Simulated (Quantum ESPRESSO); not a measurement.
## PtSe2: single point with PBE+U

Crystal: PtSe2.

```
CELL_PARAMETERS angstrom
3.72400 0.00000 0.00000
-1.86200 3.22508 0.00000
0.00000 0.00000 5.06200
ATOMIC_POSITIONS crystal
Pt 0.00000 0.00000 0.00000
Se 0.33333 0.66667 0.25000
Se 0.66667 0.33333 0.75000
```

```
Program                  : Quantum ESPRESSO 7.5
Task                     : single point
Functional               : PBE
Potentials or basis      : GBRV 1.5 PBE
Cutoff                   : 612 eV
Density cutoff           : 4898 eV
k mesh                   : 6 × 6 × 4
Occupations              : gaussian, width 0.05 eV
Spin                     : collinear spin, ferromagnetic start
Starting moments         : [4.0, 0.0, 0.0] μB
Hubbard terms            : Pt d U = 6 eV
Hubbard projectors       : ortho-atomic
Double                   : 1
Start of the occupations : atomic
Moments locked           : none
Magnetic state asked for : fm
Formal shell electrons   : 1 d6
SCF threshold            : 1.2e-07 Ry
Most SCF iterations      : 100
Mixing ndim              : 20
Mixing beta              : 0.7
```

* Pressure: 7.3 GPa
* Largest force: 0.727 eV/Å
* Band gap on the k mesh: none (metal or under the smearing width)
* Net moment: 0.00 μB per cell
* Absolute moment: 0.00 μB per cell
* Valence electrons inside the program's atomic spheres: Pt 13.23; Se 3.66

Forces in eV/Å, atoms in the order of the input:
```
Pt   0.000  0.000  0.000
Se   0.000  0.000  0.727
Se   0.000  0.000 -0.727
```

Stress tensor (GPa, compression positive):
```
8.19 0.00 0.00
0.00 8.19 0.00
0.00 0.00 5.47
```

Levels at points of the mesh, in eV from the Fermi level:
Spin up:
```
             k point  band 10  band 11  band 12  band 13  band 14  band 15  band 16  band 17  band 18  band 19
  (0.00, 0.00, 0.00)    -5.70    -3.50    -0.85    -0.85     0.56     1.44     1.44     3.89     4.51     7.65
 (0.00, 0.00, -0.50)    -5.74    -2.79    -1.97    -1.30    -1.30     2.33     2.33     5.14     6.63     7.15
 (0.00, -0.50, 0.00)    -4.94    -4.00    -3.53    -3.42    -3.31     0.66     2.39     5.11     6.16     7.42
(0.00, -0.50, -0.50)    -5.34    -4.77    -4.20    -2.59    -1.18     0.97     1.53     4.89     5.04     7.45
```
Spin down:
```csv
k point,band 11,band 12,band 13,band 14,band 15,band 16,band 17,band 18
"(0.00, 0.00, 0.00)",-3.50,-0.85,-0.85,0.56,1.44,1.44,3.90,4.51
"(0.00, 0.00, -0.50)",-2.79,-1.97,-1.30,-1.30,2.33,2.33,5.15,6.64
"(0.00, -0.50, 0.00)",-3.99,-3.53,-3.42,-3.31,0.66,2.39,5.11,6.16
"(0.00, -0.50, -0.50)",-4.77,-4.19,-2.59,-1.18,0.97,1.54,4.89,5.04
```

Eigenvalues of the final occupation matrices:
| site | spin | trace | eigenvalues |
| --- | --- | --- | --- |
| Pt 1 5d | 1 | 4.47 | 0.76 0.76 0.98 0.99 0.99 |
| Pt 1 5d | 2 | 4.47 | 0.76 0.76 0.98 0.99 0.99 |

Wall time 65 s on 2 MPI ranks on Intel(R) Xeon(R) Processor @ 2.50GHz (Skylake/Cascade Lake), with other jobs on the host, peak memory 0.38 GiB a rank.

Caveat: the k mesh is coarse. The run has no spin-orbit coupling, so splittings on Pt are missing.
